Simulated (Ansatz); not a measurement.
## Collinear states of CoO

All numbers below come from Ansatz, DFT PBE+U, scalar-relativistic, plane waves, PAW.

```yaml
crystal:
  lattice:
    - [2.61615, 0.00000, 0.00000]
    - [0.00000, 2.61615, 0.00000]
    - [0.00000, 0.00000, 2.61615]
  atoms:
    - { symbol: Co, position: [0.00000, 0.00000, 0.00000] }
    - { symbol: O, position: [0.50000, 0.50000, 0.50000] }
```

* plane-wave cutoff: 420 eV
* Γ-centred k-mesh: 16×16×16
* occupation rule: Gaussian smearing, 0.05 eV
* U_eff on Löwdin-orthogonalised atomic d orbitals: Co 4 eV
* list of starting moments (μB, in atom order): 3 0
* check for lower electronic states after the SCF: on

All runs keep this geometry, which isn't relaxed for the lowest state (largest force there 0.000 eV/Å, pressure 8.0 GPa) and needn't be a stable compound; relaxing each order would shift the differences by some 10 meV/atom, going by the pressures and a bulk modulus of about 150 GPa. A propagation vector, in units of the reciprocal vectors, doubles the cell, which takes an equally dense mesh. Site moments are spin moments in atom-centred spheres that scale with the neighbour distance. The states are those that the runs reached from these starts; a lower one can exist.

**Question.** Starts tried: no spin; ferromagnetic; antiferromagnetic, doubled cell, propagation vector (0, 0, 1/2). Which state comes out lowest, and what are the moments?

**Answer.** The lowest state is antiferromagnetic, reached from the start “antiferromagnetic, doubled cell, propagation vector (0, 0, 1/2)”, with site moments (μB) Co +2.55, Co -2.55.

| start | ends | energy above lowest (meV/atom) | site moments (μB) | gap on mesh (eV) | P (GPa) |
| --- | --- | --- | --- | --- | --- |
| no spin | non-magnetic | 1489 | none over 0.05 | metal | -11.3 |
| ferromagnetic | ferromagnetic | 58.1 | Co +2.62, O +0.28 | 1.20 | 11.3 |
| antiferromagnetic, doubled cell, propagation vector (0, 0, 1/2) | antiferromagnetic | 0.00 | Co +2.55, Co -2.55 | 1.75 | 8.0 |

Cost: 3 runs of about 2 core-minutes in all, on Arm Neoverse V1 (shared hosts).